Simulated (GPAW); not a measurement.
Input of a GPAW 26.7.0 run:

The input run.py:

```python
import numpy as np
import spglib
from ase import Atoms
from ase.calculators.mixing import SumCalculator
from ase.dft.bandgap import bandgap
from ase.io import read, write
from ase.units import GPa
from dftd4.ase import DFTD4
from gpaw import GPAW, PW

atoms = read('Si2Ni.cif')
cell, positions, numbers = spglib.find_primitive(
    (atoms.cell[:], atoms.get_scaled_positions(), atoms.numbers), symprec=1e-4)
atoms = Atoms(numbers, cell=cell, scaled_positions=positions, pbc=True)
atoms.set_initial_magnetic_moments([1.0, 0.0, 0.0])

calc = GPAW(mode=PW(600),
            xc='PBE',
            kpts={'size': (9, 9, 9), 'gamma': True},
            occupations={'name': 'fermi-dirac', 'width': 0.1},
            setups={'Ni': '10:d,6.2'},
            nbands=-12,
            convergence={'density': 1e-05, 'energy': 1e-05},
            maxiter=80,
            txt='gpaw.txt')
atoms.calc = SumCalculator([calc, DFTD4(method='pbe')])
energy = atoms.get_potential_energy()
forces = atoms.get_forces()
stress = atoms.get_stress()
calc.write('gs.gpw')
write('result.traj', atoms)
print(f'Energy: {energy:.6f} eV')
print('Forces (eV/A):')
print(forces.round(4))
print('Stress (GPa):', (stress / GPa).round(3))
print('Moments:', calc.get_magnetic_moments().round(3))
print('Fermi level:', round(calc.get_fermi_level(), 4), 'eV')
print(f'Gap: {bandgap(calc)[0]:.4f} eV, direct: {bandgap(calc, direct=True)[0]:.4f} eV')

dense = calc.fixed_density(kpts={'size': (13, 13, 13), 'gamma': True}, update_fermi_level=True,
                           nbands=-21, convergence={'bands': 'CBM+6.0', 'eigenstates': 1e-6}, txt='dos.txt')
ef = dense.get_fermi_level()
dos = dense.dos(shift_fermi_level=False)
energies = np.linspace(ef - 14, ef + 6, 401)
spins = [0, 1]
columns = [energies] + [dos.raw_dos(energies, spin=s, width=0.0) for s in spins]
for symbol, l in [('Ni', 0), ('Ni', 1), ('Ni', 2), ('Si', 0), ('Si', 1), ('Si', 2)]:
    for s in spins:
        columns.append(sum(dos.raw_pdos(energies, a=a.index, l=l, spin=s, width=0.0)
                           for a in atoms if a.symbol == symbol))
np.savetxt('dos.dat', np.array(columns).T, fmt='%.4f')
print('Fermi level on the dense mesh:', round(ef, 4), 'eV')
```

Si2Ni.cif

```cif
data_Si2Ni
_cell_length_a 5.25781519
_cell_length_b 5.25781519
_cell_length_c 5.25781519
_cell_angle_alpha 90.00000000
_cell_angle_beta 90.00000000
_cell_angle_gamma 90.00000000
_space_group_name_H-M_alt 'Fm-3m'
_space_group_name_Hall '-F 4 2 3'
_space_group_IT_number 225
loop_
_space_group_symop_operation_xyz
'x,y,z'
'-x,-y,-z'
'-y,x,z'
'y,-x,-z'
'-x,-y,z'
'x,y,-z'
'y,-x,z'
'-y,x,-z'
'x,-y,-z'
'-x,y,z'
'-y,-x,-z'
'y,x,z'
'-x,y,-z'
'x,-y,z'
'y,x,-z'
'-y,-x,z'
'z,x,y'
'-z,-x,-y'
'z,-y,x'
'-z,y,-x'
'z,-x,-y'
'-z,x,y'
'z,y,-x'
'-z,-y,x'
'-z,x,-y'
'z,-x,y'
'-z,-y,-x'
'z,y,x'
'-z,-x,y'
'z,x,-y'
'-z,y,x'
'z,-y,-x'
'y,z,x'
'-y,-z,-x'
'x,z,-y'
'-x,-z,y'
'-y,z,-x'
'y,-z,x'
'-x,z,y'
'x,-z,-y'
'-y,-z,x'
'y,z,-x'
'-x,-z,-y'
'x,z,y'
'y,-z,-x'
'-y,z,x'
'x,-z,y'
'-x,z,-y'
'x,y+1/2,z+1/2'
'-x,-y+1/2,-z+1/2'
'-y,x+1/2,z+1/2'
'y,-x+1/2,-z+1/2'
'-x,-y+1/2,z+1/2'
'x,y+1/2,-z+1/2'
'y,-x+1/2,z+1/2'
'-y,x+1/2,-z+1/2'
'x,-y+1/2,-z+1/2'
'-x,y+1/2,z+1/2'
'-y,-x+1/2,-z+1/2'
[... 41 lines left out ...]
'-x+1/2,-y,z+1/2'
'x+1/2,y,-z+1/2'
'y+1/2,-x,z+1/2'
'-y+1/2,x,-z+1/2'
'x+1/2,-y,-z+1/2'
'-x+1/2,y,z+1/2'
'-y+1/2,-x,-z+1/2'
'y+1/2,x,z+1/2'
'-x+1/2,y,-z+1/2'
'x+1/2,-y,z+1/2'
'y+1/2,x,-z+1/2'
'-y+1/2,-x,z+1/2'
'z+1/2,x,y+1/2'
'-z+1/2,-x,-y+1/2'
'z+1/2,-y,x+1/2'
'-z+1/2,y,-x+1/2'
'z+1/2,-x,-y+1/2'
'-z+1/2,x,y+1/2'
'z+1/2,y,-x+1/2'
'-z+1/2,-y,x+1/2'
'-z+1/2,x,-y+1/2'
'z+1/2,-x,y+1/2'
'-z+1/2,-y,-x+1/2'
'z+1/2,y,x+1/2'
'-z+1/2,-x,y+1/2'
'z+1/2,x,-y+1/2'
'-z+1/2,y,x+1/2'
'z+1/2,-y,-x+1/2'
'y+1/2,z,x+1/2'
'-y+1/2,-z,-x+1/2'
'x+1/2,z,-y+1/2'
'-x+1/2,-z,y+1/2'
'-y+1/2,z,-x+1/2'
'y+1/2,-z,x+1/2'
'-x+1/2,z,y+1/2'
'x+1/2,-z,-y+1/2'
'-y+1/2,-z,x+1/2'
'y+1/2,z,-x+1/2'
'-x+1/2,-z,-y+1/2'
'x+1/2,z,y+1/2'
'y+1/2,-z,-x+1/2'
'-y+1/2,z,x+1/2'
'x+1/2,-z,y+1/2'
'-x+1/2,z,-y+1/2'
'x+1/2,y+1/2,z'
'-x+1/2,-y+1/2,-z'
'-y+1/2,x+1/2,z'
'y+1/2,-x+1/2,-z'
'-x+1/2,-y+1/2,z'
'x+1/2,y+1/2,-z'
'y+1/2,-x+1/2,z'
'-y+1/2,x+1/2,-z'
'x+1/2,-y+1/2,-z'
'-x+1/2,y+1/2,z'
'-y+1/2,-x+1/2,-z'
'y+1/2,x+1/2,z'
'-x+1/2,y+1/2,-z'
'x+1/2,-y+1/2,z'
'y+1/2,x+1/2,-z'
'-y+1/2,-x+1/2,z'
'z+1/2,x+1/2,y'
'-z+1/2,-x+1/2,-y'
'z+1/2,-y+1/2,x'
'-z+1/2,y+1/2,-x'
'z+1/2,-x+1/2,-y'
'-z+1/2,x+1/2,y'
'z+1/2,y+1/2,-x'
'-z+1/2,-y+1/2,x'
'-z+1/2,x+1/2,-y'
'z+1/2,-x+1/2,y'
'-z+1/2,-y+1/2,-x'
'z+1/2,y+1/2,x'
'-z+1/2,-x+1/2,y'
'z+1/2,x+1/2,-y'
'-z+1/2,y+1/2,x'
'z+1/2,-y+1/2,-x'
'y+1/2,z+1/2,x'
'-y+1/2,-z+1/2,-x'
'x+1/2,z+1/2,-y'
'-x+1/2,-z+1/2,y'
'-y+1/2,z+1/2,-x'
'y+1/2,-z+1/2,x'
'-x+1/2,z+1/2,y'
'x+1/2,-z+1/2,-y'
'-y+1/2,-z+1/2,x'
'y+1/2,z+1/2,-x'
'-x+1/2,-z+1/2,-y'
'x+1/2,z+1/2,y'
'y+1/2,-z+1/2,-x'
'-y+1/2,z+1/2,x'
'x+1/2,-z+1/2,y'
'-x+1/2,z+1/2,-y'
loop_
_atom_site_label
_atom_site_type_symbol
_atom_site_symmetry_multiplicity
_atom_site_Wyckoff_symbol
_atom_site_fract_x
_atom_site_fract_y
_atom_site_fract_z
_atom_site_occupancy
Ni1 Ni 4 a 0.0000000000 0.0000000000 0.0000000000 1
Si1 Si 8 c 0.2500000000 0.2500000000 0.7500000000 1
```

Potentials or basis: GPAW PAW data sets (gpaw-data 1.2.1), other valence, pw.

Launch:

```sh
$ OMP_NUM_THREADS=1 python run.py
```

Task: Predict the net moment.

Result: 0.00 μB per cell.

Task: Predict the density of states at the Fermi level.

Result: 0.81 states/eV per cell.

States per cell in windows of 1 eV (zero at the Fermi level; states under -8 eV left out):
```tsv
from (eV)	up	down
-8.0	0.44	0.44
-7.0	0.64	0.64
-6.0	1.56	1.56
-5.0	2.42	2.42
-4.0	0.90	0.90
-3.0	0.69	0.69
-2.0	0.39	0.39
-1.0	0.24	0.24
0.0	0.57	0.57
1.0	0.54	0.54
2.0	0.79	0.79
3.0	0.52	0.52
4.0	0.77	0.77
5.0	0.66	0.66
```

Caveat: pairwise dispersion overbinds metals, which lowers pressure and volume; the U is typed as a test and isn't derived for this compound. The state reached can hang on the start; a lower one may exist.
